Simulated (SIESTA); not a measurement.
The system is As.

```
CELL_PARAMETERS angstrom
2.70368 0.00000 0.00000
0.00000 2.70368 0.00000
0.00000 0.00000 2.70368
ATOMIC_POSITIONS crystal
As 0.50000 0.50000 0.50000
```

This isn't the form of As at room conditions, which is rhombohedral.

```yaml
Program: SIESTA 5.4.2
Task: relaxation of cell and atoms
Functional: revPBE
Potentials_or_basis: PseudoDojo 0.4 standard (PBE files)
Basis: DZP (energy shift 0.003 Ry; two zetas on semicore shells)
Grid_cutoff: 500 Ry
Energy_shift: 0.003 Ry
k_mesh: 7 × 7 × 7
Occupations: fermi-dirac, width 0.05 eV
Spin: no spin polarisation
```

At the start: pressure 7.2 GPa; volume 19.76 Å³/atom.

Question: How do energy, volume and symmetry change on relaxing?

Answer: Over 4 steps the energy falls by 35.9 meV/atom and the volume is 21.53 Å³/atom (+9.0 %); space group Pm-3m (No. 221, to 0.05 Å).

The path:
```
step  energy change (eV)  largest force (eV/Å)  pressure (GPa)  volume (Å³)
   1              0.0000                0.0000            7.18        19.76
   2             -0.0019                0.0000            6.90        19.81
   3             -0.0324                0.0000            2.01        20.99
   4             -0.0359                0.0000           -0.02        21.53
```

Final structure:
```
As
1.0
     2.78212    0.00000    0.00000
     0.00000    2.78212    0.00000
     0.00000    0.00000    2.78212
As
1
Direct
  0.50000 0.50000 0.50000
```

Caveat: the potentials were made for another functional, which shifts forces and pressure; the basis of atomic orbitals isn't converged, which shifts pressures, moduli and gaps.
